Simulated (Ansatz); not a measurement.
Below is a relaxed structure of SnSe. The cell was found from a structure generator's guess, not taken from experiment.

The calculation used Ansatz, DFT PBE, scalar-relativistic, plane waves, PAW. Cutoff 420 eV, Γ-centred mesh, Gaussian smearing, no spin polarisation.

```
Sn Se
1.0
     0.00000    3.39084    3.39084
     3.39084    0.00000    3.39084
     3.39084    3.39084    0.00000
Sn Se
1 1
Direct
  0.00000 0.00000 0.00000
  0.75000 0.75000 0.75000
```

Energies over the elements count from the elements' standard structures at the same level, with no fitted energy shifts. The references include grey tin.

(1) What space group does it have?

(2) What is its formation energy per atom?

(3) Is it a metal?

(4) From what recipe could a structure generator have reached it?

Answers

(1) F-43m (No. 216), the zinc blende type. Conventional cell: a = 6.782 Å. Sn has 4 Se at 2.94 Å; around Se lie 4 Sn at 2.94 Å.

(2) −0.202 eV/atom. A negative formation energy is needed for stability but isn't enough: competing phases decide.

(3) No, the gap on the 10×10×10 mesh is 0.12 eV.

(4) One such recipe: ordered vacancies on the anion sites of fluorite (F-43m, No. 216). Other recipes can lead to the same cell.

The last run used a 10×10×10 mesh for its 2-atom cell and Gaussian smearing of 0.01 eV. Kohn–Sham gaps at this level usually fall short of measured ones. The reference form of Se is held partly by dispersion forces, which this level lacks. Small gaps are read on the mesh alone, and bands can cross between its points. A structure relaxed within its symmetry needn't be a true minimum.
